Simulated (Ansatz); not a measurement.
# V_O in Al2O3 (R-3c): which k-points does the level need?

Aim: the (+1/0) level of V_O in Al2O3 (R-3c) as a function of the k-point sampling, with the cost of each choice. The model is a cell of 80 host atoms with 1 O taken out; the atoms are relaxed once and then held.

Method: plane-wave PAW DFT; relaxations with PBEsol, then single points with PBEsol, on supercells at fixed charge in a uniform background, in Ansatz 0.2.0.

## 1. Starting point

The cell holds 79 atoms: 32 Al and 47 O. Its edges and angles: a = 10.278 Å, b = 10.278 Å, c = 10.278 Å, α = 55.3°, β = 55.3°, γ = 55.3°. It derives from Al2O3 (space group R-3c). Nearest the centre at fractional (0.625, 0.278, 0.472): Al2 at 1.86 Å, Al41 at 1.86 Å, Al53 at 1.97 Å, Al52 at 1.97 Å, O79 at 2.53 Å, O16 at 2.53 Å, O57 at 2.62 Å, O18 at 2.62 Å. The cell carries charge +1.

Coordinates:

```xyz
79
Lattice="4.7733 2.7559 8.6752 -4.7733 2.7559 8.6752 0.0000 -5.5117 8.6752" Properties=species:S:1:pos:R:3 pbc="T T T"
Al    0.0000    0.0000    8.4318
Al    0.0000    0.0000   11.0875
Al    0.0000    0.0000    1.9254
Al    0.0000    0.0000    4.5810
O     0.9268   -1.3779    5.4220
O     1.6567    0.1137    7.5908
O    -1.6567   -0.1137    5.4220
O     0.7299    1.4916    5.4220
O    -0.7299   -1.4916    7.5908
O    -0.9268    1.3779    7.5908
Al    0.0000   -2.7559   12.7694
Al    0.0000   -2.7559   15.4251
Al    0.0000   -2.7559    6.2630
Al    0.0000   -2.7559    8.9187
O     0.9268   -4.1338    9.7597
O     1.6567   -2.6422   11.9285
O    -1.6567   -2.8695    9.7597
O     0.7299   -1.2643    9.7597
O    -0.7299   -4.2475   11.9285
O    -0.9268   -1.3779   11.9285
Al   -2.3867    1.3779   12.7694
Al   -2.3867    1.3779   15.4251
Al   -2.3867    1.3779    6.2630
Al   -2.3867    1.3779    8.9187
O    -1.4599    0.0000    9.7597
O    -0.7299    1.4916   11.9285
O    -4.0434    1.2643    9.7597
O    -1.6567    2.8695    9.7597
O    -3.1166   -0.1137   11.9285
O    -3.3134    2.7559   11.9285
Al   -2.3867   -1.3779   17.1071
Al   -2.3867   -1.3779   19.7627
Al   -2.3867   -1.3779   10.6006
Al   -2.3867   -1.3779   13.2563
O    -1.4599   -2.7559   14.0973
O    -0.7299   -1.2643   16.2661
O    -4.0434   -1.4916   14.0973
O    -1.6567    0.1137   14.0973
O    -3.1166   -2.8695   16.2661
O    -3.3134    0.0000   16.2661
Al    2.3867    1.3779   12.7694
Al    2.3867    1.3779   15.4251
Al    2.3867    1.3779    6.2630
Al    2.3867    1.3779    8.9187
O     3.3134    0.0000    9.7597
O     4.0434    1.4916   11.9285
O     0.7299    1.2643    9.7597
O     3.1166    2.8695    9.7597
O     1.4599    2.7559   11.9285
Al    2.3867   -1.3779   17.1071
Al    2.3867   -1.3779   19.7627
Al    2.3867   -1.3779   10.6006
Al    2.3867   -1.3779   13.2563
O     3.3134   -2.7559   14.0973
O     4.0434   -1.2643   16.2661
O     0.7299   -1.4916   14.0973
O     3.1166    0.1137   14.0973
O     1.6567   -2.8695   16.2661
O     1.4599    0.0000   16.2661
Al    0.0000    2.7559   17.1071
Al    0.0000    2.7559   19.7627
Al    0.0000    2.7559   10.6006
Al    0.0000    2.7559   13.2563
O     0.9268    1.3779   14.0973
O     1.6567    2.8695   16.2661
O    -1.6567    2.6422   14.0973
O     0.7299    4.2475   14.0973
O    -0.7299    1.2643   16.2661
O    -0.9268    4.1338   16.2661
Al    0.0000    0.0000   21.4447
Al    0.0000    0.0000   24.1003
Al    0.0000    0.0000   14.9383
Al    0.0000    0.0000   17.5939
O     0.9268   -1.3779   18.4349
O     1.6567    0.1137   20.6037
O    -1.6567   -0.1137   18.4349
O     0.7299    1.4916   18.4349
O    -0.7299   -1.4916   20.6037
O    -0.9268    1.3779   20.6037
```

Screening for the image-charge correction: ε∞ = (3.29, 3.29, 3.26), ε0 = (9.66, 9.66, 11.75), computed on the host (DFPT, PBEsol).

The cell's shortest repeat is 9.5 Å.

## 2. Relaxing both charge states, PBEsol

The study needs fixed structures, so each charge is relaxed once, at one point at (¼, ¼, ¼), from small random displacements that break the symmetry of the site.

The input, qp1_M1.relax/input.yaml:

```yaml
crystal:
  lattice:
    - [2.38665272, 1.37793459, 4.33762225]
    - [-2.38665272, 1.37793459, 4.33762225]
    - [0.0, -2.75586919, 4.33762225]
  atoms:
    - { symbol: Al, position: [0.647953, 0.647953, 0.647953] }
    - { symbol: Al, position: [0.852047, 0.852047, 0.852047] }
    - { symbol: Al, position: [0.147953, 0.147953, 0.147953] }
    - { symbol: Al, position: [0.352047, 0.352047, 0.352047] }
    - { symbol: O, position: [0.444168, 0.055832, 0.75] }
    - { symbol: O, position: [0.944168, 0.25, 0.555832] }
    - { symbol: O, position: [0.055832, 0.75, 0.444168] }
    - { symbol: O, position: [0.75, 0.444168, 0.055832] }
    - { symbol: O, position: [0.25, 0.555832, 0.944168] }
    - { symbol: O, position: [0.555832, 0.944168, 0.25] }
  supercell: [2, 2, 2]
  defects: [{ vacancy: 48 }]
total_charge: 1
basis:
  ecutwfc: 420
  xc_grid: 2
hamiltonian:
  xc: pbesol
  pseudopotentials: { kind: paw, azcp: { folder: soft_1 }, xc_functional: pbe }
kpoints:
  mp_grid: { grid: [1, 1, 1], shift: [0.25, 0.25, 0.25] }
magnetization:
  spin_polarized: true
  initial_magnetization: 1
  spin_locking: { lock_magnetization: hard }
scf:
  occupations: { method: fixed }
  max_iter: 100
output:
  forces: true
  charged_corrections:
    epsilon: [3.29, 3.29, 3.26]
    static_epsilon: [9.66, 9.66, 11.75]
    defect_position: [0.625, 0.277916, 0.472084]
relax:
  f_tol: 0.015
  max_steps: 60
  random_displacement: { amplitude: 0.04, seed: 8726 }
checkpoint:
  write: "../qp1_M1.relax.run"
  compress: false
  write_wavefunctions: true
  write_every: 100000
```

Launch:

```console
ansatz run input.yaml --threads 32 --pin off --max-ram 84787MiB --backend cuda --events-out ev --progress --plain --runs-dir out --max-vram 78GiB
```

Numbers of over 12 decimals in the logs are rounded to 6 here.

The log of the run:

```text
[... repeated set-up lines and file paths are left out, and long positions are rounded to six places ...]
Engine: ansatz 0.2.0, aarch64-unknown-linux-gnu
Pseudopotentials: kind: paw
Pseudopotential: Al, paw, valence charge 3, recommended cutoff 420 eV (normal), soft_1/Al.paw.azcp
Pseudopotential: O, paw, valence charge 6, recommended cutoff 420 eV (normal), soft_1/O.paw.azcp
Functional definition: PBEsol
  exchange = pbesol_x
  correlation = pbesol_c
[...]
Crystal: 79 atoms, lattice volume = 684.717 Å³
Basis set: ecut = 420 eV, 13355 PW (Γ), exchange–correlation on 144×144×144 points (8 copies of the dense FFT grid, shifted against one another)
Bands: 268, of which v1, the nominal top of the filled ones, is band 189 counted from 1 (188 counted from 0)
Symmetry: 1 space group operations
k-points: 1
Non-local potential: Al, projectors of the file, l = 0: 2, l = 1: 2, l = 2: 1
Non-local potential: O, projectors of the file, l = 0: 2, l = 1: 2, l = 2: 1
PAW form: soft (Blöchl's): semilocal exchange-correlation on the pseudo side does not see the compensation charge
PAW frozen core: Al, regenerated for the run's functional, and the local potential with it (the file was generated under x = pbe(κ = 0.804, μ = 0.219515), c = pbe(β = 0.066725))
PAW frozen core: O, regenerated for the run's functional, and the local potential with it (the file was generated under x = pbe(κ = 0.804, μ = 0.219515), c = pbe(β = 0.066725))
PAW one-centre angular grid: Al, 110 points (default); XC on 64 Gauss nodes
PAW one-centre angular grid: O, 110 points (default); XC on 64 Gauss nodes
Initial density: superposition of atomic densities (chi_scale 0.1, normalization cell, long waves kept (reshape's long-wave potential 0.19 eV rms))
Starting moments: Σ|m| = 1 μB on 79 of 79 sites
Initial wavefunctions: pseudopotential atomic-orbital guess
[...]
Functional: x = pbesol(κ = 0.804, μ = 0.123457), c = pbesol(β = 0.046)
SCF iter   1: F=—  HF=-43302.274629 eV  |Δ(HF+E_count)|=         —  Δρ=6.18e-2 (↑6.07e-2 ↓6.18e-2)  dr2=9.85e1  dr2_m=8.68e-2  M=1.000 μB ∫|m|=1.015 μB  Hψ=1608
preconditioner: auto → Resta (q_TF=auto, 2.470 Å⁻¹)  ε∞=3.3  [insulator: Δε(μ)=3.383 eV  Ē_g=18.175 eV  n_scr=174 (ndim 8)  ℏωp=27.6 eV  f_vac=0.000  ε∞_Penn≈3.3]
spin=Collinear: Resta preconditioning applied to the charge; magnetization (m = ρ↑ − ρ↓) channel mixes plain (no charge-response kernel on spin).
SCF iter   2: F=—  HF=-43280.818040 eV  |Δ(HF+E_count)|=    2.15e1  Δρ=2.94e-2 (↑2.87e-2 ↓2.94e-2)  dr2=2.36e1  dr2_m=4.43e-2  M=1.000 μB ∫|m|=1.014 μB  Hψ=916
[...]
SCF iter   9: F=-43274.188830 eV  HF=-43274.188830 eV  |Δ(HF+E_count)|=   2.48e-6  Δρ=4.44e-6 (↑4.44e-6 ↓4.20e-6)  dr2=3.42e-7  dr2_m=2.24e-9  M=1.000 μB ∫|m|=1.033 μB  Hψ=1637
SCF 1 converged in 9 iterations: F = -43274.188830 eV  dr2 = 3.42e-7
[...]
relax step   1: F+E_penalty+E_count = -43274.18883027 eV  Δ(F+E_penalty+E_count) = +0.000e0 eV  max|allowed force component| = 1.874e0 eV/Å  Δτ_max = 0.0000 Å  (9 SCF iters, dr2 threshold 5.63e-6 eV, accepted)
[...]
relax step   2: F+E_penalty+E_count = -43275.53247743 eV  Δ(F+E_penalty+E_count) = -1.344e0 eV  max|allowed force component| = 9.560e-1 eV/Å  Δτ_max = 0.0909 Å  (5 SCF iters, dr2 threshold 1.00e-4 eV, accepted)
[...]
relax step   4: F+E_penalty+E_count = -43276.09444137 eV  Δ(F+E_penalty+E_count) = -2.298e-3 eV  max|allowed force component| = 7.835e-3 eV/Å  Δτ_max = 0.0086 Å  (5 SCF iters, dr2 threshold 3.28e-7 eV, accepted)
[...]
relax step   5: F+E_penalty+E_count = -43276.09444141 eV  Δ(F+E_penalty+E_count) = -3.698e-8 eV  max|allowed force component| = 7.846e-3 eV/Å  Δτ_max = 0.0000 Å  (2 SCF iters, accepted)
[...]
NSCF: frozen V_eff on 1 k-points
[...]
SCF converged after 2 iterations
Magnetization: 1.0000 μB (189.0000 up, 188.0000 down)
Absolute magnetization: 1.0323 μB (∫|ρ↑−ρ↓|, with the PAW one-centre terms)
Spin contamination: 0.0020 ħ² per cell (⟨S²⟩ above its minimum at these occupations)
Per-site moments (μB) at R_I (Å): [(0.000187313, 0.761886), (0.019328, 0.760164), (0.000189453, 0.765718), [... 6 left out ...]
Free energy (F): -43276.094441 eV
Harris-Foulkes:  -43276.094441 eV  (|F-HF|=5.62e-9)
Internal energy: -43276.094441 eV  (E = F + TS)
E sigma→0 (E₀):  -43276.094441 eV
Fermi energy:    9.804238 (↑ 9.804238, ↓ 7.324468) eV
--- Per-component energies (eV) ---
  E_band       = 404.773640
  E_kinetic    = 8901.531303
  E_local      = -15799.380635  (includes V_loc(G=0)·N_el)
  E_nonlocal   = 2771.362172
  E_hartree    = 6008.948646
  E_xc         = -4596.830526
  E_vxc        = -5307.460073  (∫ρ·V_xc dr)
  E_paw        = -22019.209604  (= ΣΔE_a)
  E_vpaw       = -2179.219747  (= ΣTr[D̂ρ^β])
  E_aug_tail   = 0.037212  (compensation charges beyond the density's cutoff)
  E_ewald      = -18544.823990
  E_core_change = 2.270982  (= ΣΔE_core)
  E_smearing   = -0.000000  (= −TS)
  E_closure    = 0.000000  (closes the sum)
  E_deformation_potential = 18.414363  (in the stress; not in F)
  Σ components = -43276.094441   (vs F -43276.094441, Δ=0.00e0)
--- Forces (eV/Å), atoms counted from 1 ---
  atom   1  Al    -0.00277592     0.00132142    -0.00449381
  atom   2  Al    -0.00107888     0.00111434    -0.00328311
  [... 4 atoms left out ...]
  [... 73 more lines of this table ...]
  max |Σ_I F_I| component: 3.89e-5 eV/Å
--- Charged-cell corrections in eV (Makov–Payne, q = +1.000 e, ε = [9.660, 9.660, 11.750]) ---
  F (periodic)     = -43276.094441  (uncorrected; the corrections below are reported, never added to it)
  E_corr1          = +0.228800  (monopole, q²α_M/2ε̄L, of the cell on which ε is isotropic)
  F Makov-Payne    = -43275.865642  (F + E_corr1; no measured alignment; for a localised charge, not one spread in a band: unchecked)
  no potential alignment in this run, which stands beside a crystal: run the host's input off ansatz write-host-input, and read the two finished runs by ansatz place-levels (neither reads a slab, a wire or a sheet, whose cell leaves a vacuum)
--- Band table (eV) ---
  k-point 0 ↑: bands = ["-11.6305", "-11.1216", "-10.7239", "-10.6747", "-10.6395", "-10.6237", "-10.5930", "-10.5549", "-10.4277", [... rest cut ...]
  k-point 0 ↓: bands = ["-11.6228", "-11.1134", "-10.7148", "-10.6616", "-10.6351", "-10.6196", "-10.5854", "-10.5438", "-10.4221", [... rest cut ...]
--- Relaxed structure (5 steps of the walk, 5 accepted, 0 SCFs on fresh bases) ---
  F+E_penalty+E_count = -43276.09444141 eV   max|allowed force component| = 7.846e-3 eV/Å
  atoms:
    - { symbol: Al, position: [0.322776, 0.323044, 0.323046] }
    - { symbol: Al, position: [0.414524, 0.433763, 0.422812] }
    [... 4 atoms left out ...]
  [... 73 more lines of this table ...]
```

It took 4.9 s on 1 × NVIDIA GB200 with 32 threads of Arm Neoverse V2, shared host; peak memory 1.4 GiB.

The steps of the relaxation:

```tsv
step	energy less that of the first step (eV)	largest force component (eV/Å)
1	0.0000	1.8738
2	-1.3436	0.9560
3	-1.9033	0.0725
4	-1.9056	0.0078
5	-1.9056	0.0078
```

The atoms that moved most (Å, from the sites as typed, ahead of the random displacement, the mean shift of all atoms taken out):

```tsv
atom	dx	dy	dz	length
Al41	0.036	0.084	0.063	0.111
Al2	-0.090	0.010	-0.063	0.111
Al52	0.031	-0.071	-0.068	0.103
Al53	0.046	-0.062	0.067	0.102
O16	0.004	0.062	-0.008	0.062
O79	-0.055	0.028	0.008	0.062
O56	0.019	0.028	-0.036	0.050
O45	-0.034	-0.002	0.036	0.049
```

The atoms nearest to the centre after the run:

```tsv
atom	distance (Å)
Al41	1.970
Al2	1.971
Al52	2.075
Al53	2.078
O79	2.467
O16	2.470
O18	2.598
O57	2.599
```

```tsv
charge	moment set (μB)	steps	largest displacement (Å)	time
0	0	6	0.10	4.6 s
+1	1	5	0.11	4.9 s
```

The relaxation ends 24 meV an atom lower than the displaced start, with a largest force component of 0.0078 eV/Å.

[end of part 1 of 2]

[Logs are printed without paths, hosts, clocks, repeated set-up lines and the standing remarks that a program may print on its own settings, such as how far it seeks lower states.]

[Hosts, paths, dates, database ids (printed as entryN), source tags and the programs' standing remarks are cut or masked in the printed files.]

[Where a table of states has a column of steps, it counts the stored structures, which are thinned; the runs took as many ionic steps or more.]

[For some hosts the program warned that the k-mesh of the response run may be too coarse for force constants and the static dielectric constant; such warnings are not shown here.]
